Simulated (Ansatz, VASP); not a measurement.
## KF: VASP beside Ansatz

```
K F
1.0
     3.16154    0.19554    0.19554
     0.19554    3.16154   -0.19554
     0.19554   -0.19554    3.16154
K F
1 1
Cartesian
  0.0147 -0.0147 -0.0147
  1.7616 1.5955 1.5955
```

Alike in both runs: task single point; functional PBE; k mesh 8 × 8 × 8; occupations gaussian, width 0.02 eV; no spin polarisation.

|  | VASP | Ansatz |
| --- | --- | --- |
| version | VASP 6.6.1 | Ansatz 0.2.0 |
| potentials or method | VASP PAW PBE potentials, release 64 (K_sv, F) | scalar-relativistic, plane waves, PAW |
| plane-wave cutoff (eV) | 520 | 420 |
| valence electrons in the cell | 16 | 16 |

```tsv
	VASP	Ansatz	Ansatz less VASP
gap on the k mesh at the Fermi level (eV)	6.70	6.72	+0.021
least direct gap on the mesh (eV)	6.70	6.72	+0.021
pressure (GPa)	8.1	7.8	-0.22
largest component of the traceless stress (GPa)	5.09	4.87	-0.224
rms of the force components (eV/Å)	0.204	0.195	-0.0091
```

Atom by atom the forces differ by 0.009 eV/Å (rms over components). The functional is the same, so the differences come from potentials, cutoffs and numerics.

A k mesh can miss the band edges.
